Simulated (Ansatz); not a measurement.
**Calculated coordination and 181Ta quadrupole coupling for TaN under strain**

Cell: a COD entry, relaxed with PBE at fixed cell and then changed (z compressed by 3 %, ions relaxed).

```cif
data_structure
_symmetry_space_group_name_H-M 'P 1'
_symmetry_Int_Tables_number 1
_cell_length_a 5.1850
_cell_length_b 5.1850
_cell_length_c 2.8208
_cell_angle_alpha 90.000
_cell_angle_beta 90.000
_cell_angle_gamma 120.000
_cell_volume 65.67
loop_
_atom_site_label
_atom_site_type_symbol
_atom_site_fract_x
_atom_site_fract_y
_atom_site_fract_z
_atom_site_occupancy
Ta1 Ta 0.00000 0.00000 0.00000 1
Ta2 Ta 0.33333 0.66667 0.50000 1
Ta3 Ta 0.66667 0.33333 0.50000 1
N4 N 0.50000 0.00000 0.00000 1
N5 N 0.50000 0.50000 0.00000 1
N6 N 0.00000 0.50000 0.00000 1
```

Sites (sets of like atoms) are named by element and the number of their first atom in this list.

Computed with Ansatz: DFT, PBE, plane waves and PAW, scalar-relativistic, collinear spin, 420 eV cutoff, Γ-centred 10×10×16 k-points, Fermi–Dirac smearing 0.05 eV. Start moments as typed (μB): 2 on each Ta, none on the rest.

Q(181Ta) = 3170 mb.

Problem. Rank these Ta sites by |C_Q|, smallest first.
A. Ta1: 6 N at 2.59 Å; also 2 Ta at 2.82 Å
B. Ta2: 6 N at 2.06 Å

Solution. B (3175 MHz, η = 0.00), A (3862 MHz, η = 0.00).

An axis of threefold or higher order runs through Ta2 and Ta1, so V_zz lies along it and η is zero.

The run finds no gap above 0.1 eV (a metal, or nearly one), so the gradients can move by 10 % or more with the k-mesh. Without spin–orbit coupling the gradients at and beside Ta can be off by some per cent, at some sites by more. With these PAW files V_zz is typically within 2 to 3 % of all-electron values, but misses above 10 % occur on Ta. At this changed cell the PBE pressure is 25 GPa. The start moments die out, and the run ends without spin.
